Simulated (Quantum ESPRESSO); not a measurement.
# TiO2 (Anatase) (I4_1/amd) in Quantum ESPRESSO: notebook, part 2 of 2

Quantum ESPRESSO 7.5.

## (3) Single point, LDA, 10.90 Å³/atom

pw.in reads:

```
&CONTROL
  calculation = 'scf'
  prefix = 'pwscf'
  outdir = './tmp'
  pseudo_dir = './pseudo'
  tstress = .true.
  disk_io = 'nowf'
/
&SYSTEM
  ibrav = 0
  nat = 6
  ntyp = 2
  ecutwfc = 45
  ecutrho = 360
  nbnd = 33
  occupations = 'smearing'
  smearing = 'fd'
  degauss = 0.00367493
/
&ELECTRONS
  conv_thr = 1.2d-09
  electron_maxstep = 120
  mixing_beta = 0.5
/
ATOMIC_SPECIES
Ti    47.8670 ti_lda_v1.4.uspp.F.UPF
O     15.9990 o_lda_v1.2.uspp.F.UPF
CELL_PARAMETERS angstrom
  -1.8665279463    1.8665279463    4.6930042805
   1.8665279463   -1.8665279463    4.6930042805
   1.8665279463    1.8665279463   -4.6930042805
ATOMIC_POSITIONS crystal
Ti     0.7500000000    0.2500000000    0.5000000000
Ti     0.0000000000    0.0000000000    0.0000000000
O      0.7919000000    0.7919000000    0.0000000000
O      0.5419000000    0.0419000000    0.5000000000
O      0.9581000000    0.4581000000    0.5000000000
O      0.2081000000    0.2081000000    0.0000000000
K_POINTS automatic
8 8 8 0 0 0
```

Potentials or basis: GBRV 1.5 LDA.

Started as:

```
> OMP_NUM_THREADS=1 mpirun -n 2 pw.x -nk 2 -in pw.in > pw.out
```

It took 81 s on 2 MPI ranks of Intel Xeon Platinum 8259CL at 2.50GHz (Skylake/Cascade Lake), shared host; peak memory 0.38 GiB.

It converged, with:

* Free energy: -5012.7679 eV
* Pressure: 3.4 GPa
* Band gap on the k mesh: 2.15 eV, indirect (least direct gap 2.45 eV)

## (4) Single point, LDA, 11.13 Å³/atom

Changes to pw.in since step 3:

```diff
@@ -28,5 +28,5 @@
 CELL_PARAMETERS angstrom
-  -1.8665279463    1.8665279463    4.6930042805
-   1.8665279463   -1.8665279463    4.6930042805
-   1.8665279463    1.8665279463   -4.6930042805
+  -1.8794009597    1.8794009597    4.7253708500
+   1.8794009597   -1.8794009597    4.7253708500
+   1.8794009597    1.8794009597   -4.7253708500
 ATOMIC_POSITIONS crystal
```

Started as:

```
> OMP_NUM_THREADS=1 mpirun -n 2 pw.x -nk 2 -in pw.in > pw.out
```

Wall time 92 s (2 MPI ranks of Intel Xeon Platinum 8259CL at 2.50GHz (Skylake/Cascade Lake), shared host); peak memory 0.38 GiB.

The run converged. Its results:

| Quantity | Value |
| --- | --- |
| Free energy | -5012.7769 eV |
| Pressure | -1.6 GPa |
| Band gap on the k mesh | 2.11 eV, indirect (least direct gap 2.41 eV) |

## (5) Single point, LDA, 11.35 Å³/atom

Changes to pw.in since step 4:

```diff
@@ -28,5 +28,5 @@
 CELL_PARAMETERS angstrom
-  -1.8794009597    1.8794009597    4.7253708500
-   1.8794009597   -1.8794009597    4.7253708500
-   1.8794009597    1.8794009597   -4.7253708500
+  -1.8921000000    1.8921000000    4.7573000000
+   1.8921000000   -1.8921000000    4.7573000000
+   1.8921000000    1.8921000000   -4.7573000000
 ATOMIC_POSITIONS crystal
```

Started as:

```
> OMP_NUM_THREADS=1 mpirun -n 2 pw.x -nk 2 -in pw.in > pw.out
```

Wall time 75 s (2 MPI ranks of Intel Xeon Platinum 8259CL at 2.50GHz (Skylake/Cascade Lake), shared host); peak memory 0.38 GiB.

It converged, with:

```yaml
Free_energy: -5012.7458 eV
Pressure: -6.0 GPa
Band_gap_on_the_k_mesh: 2.06 eV, indirect (least direct gap 2.37 eV)
```

## (6) Single point, LDA, 11.58 Å³/atom

Changes to pw.in since step 5:

```diff
@@ -28,5 +28,5 @@
 CELL_PARAMETERS angstrom
-  -1.8921000000    1.8921000000    4.7573000000
-   1.8921000000   -1.8921000000    4.7573000000
-   1.8921000000    1.8921000000   -4.7573000000
+  -1.9046308288    1.9046308288    4.7888062162
+   1.9046308288   -1.9046308288    4.7888062162
+   1.9046308288    1.9046308288   -4.7888062162
 ATOMIC_POSITIONS crystal
```

Potentials or basis: GBRV 1.5 LDA.

Started as:

```
> OMP_NUM_THREADS=1 mpirun -n 2 pw.x -nk 2 -in pw.in > pw.out
```

Wall time 82 s (2 MPI ranks of Intel Xeon Platinum 8259CL at 2.50GHz (Skylake/Cascade Lake), shared host); peak memory 0.4 GiB.

The run converged. Its results:

```yaml
Free_energy: -5012.6787 eV
Pressure: -10.0 GPa
Band_gap_on_the_k_mesh: 2.02 eV, indirect (least direct gap 2.33 eV)
```

## (7) Single point, LDA, 11.81 Å³/atom

Changes to pw.in since step 6:

```diff
@@ -28,5 +28,5 @@
 CELL_PARAMETERS angstrom
-  -1.9046308288    1.9046308288    4.7888062162
-   1.9046308288   -1.9046308288    4.7888062162
-   1.9046308288    1.9046308288   -4.7888062162
+  -1.9169989080    1.9169989080    4.8199032318
+   1.9169989080   -1.9169989080    4.8199032318
+   1.9169989080    1.9169989080   -4.8199032318
 ATOMIC_POSITIONS crystal
```

Started as:

```
> OMP_NUM_THREADS=1 mpirun -n 2 pw.x -nk 2 -in pw.in > pw.out
```

Run time: 82 s. Hardware: 2 MPI ranks of Intel Xeon Platinum 8259CL at 2.50GHz (Skylake/Cascade Lake), shared host; peak memory 0.4 GiB.

The run converged. Its results:

- Free energy: -5012.5791 eV
- Pressure: -13.6 GPa
- Band gap on the k mesh: 1.98 eV, indirect (least direct gap 2.28 eV)

## (8) Single point, LDA, 12.04 Å³/atom

Changes to pw.in since step 7:

```diff
@@ -28,5 +28,5 @@
 CELL_PARAMETERS angstrom
-  -1.9169989080    1.9169989080    4.8199032318
-   1.9169989080   -1.9169989080    4.8199032318
-   1.9169989080    1.9169989080   -4.8199032318
+  -1.9292094213    1.9292094213    4.8506040801
+   1.9292094213   -1.9292094213    4.8506040801
+   1.9292094213    1.9292094213   -4.8506040801
 ATOMIC_POSITIONS crystal
```

Started as:

```
> OMP_NUM_THREADS=1 mpirun -n 2 pw.x -nk 2 -in pw.in > pw.out
```

It took 90 s on 2 MPI ranks of Intel Xeon Platinum 8259CL at 2.50GHz (Skylake/Cascade Lake), shared host; peak memory 0.4 GiB.

It converged, with:

* Free energy: -5012.4506 eV
* Pressure: -16.9 GPa
* Band gap on the k mesh: 1.93 eV, indirect (least direct gap 2.24 eV)

## (9) Equation of state, LDA

Potentials or basis: GBRV 1.5 LDA.

No new run: the results of the series are fitted here.

Results:

```yaml
Equilibrium_volume: 11.06 Å³/atom
Bulk_modulus_at_fixed_shape_and_positions: 237 GPa
Pressure_derivative_of_the_bulk_modulus: 4.3
```

Energy against volume, from the lowest point:
```
volume (Å³/atom)  energy (meV/atom)
          10.673              10.46
          10.900               1.50
          11.127               0.00
          11.354               5.19
          11.581              16.38
          11.808              32.96
          12.035              54.39
```

Caveat: the cell was scaled at fixed shape and fractional positions, which overstates the stiffness of a crystal with free parameters, most of all of layers and chains.
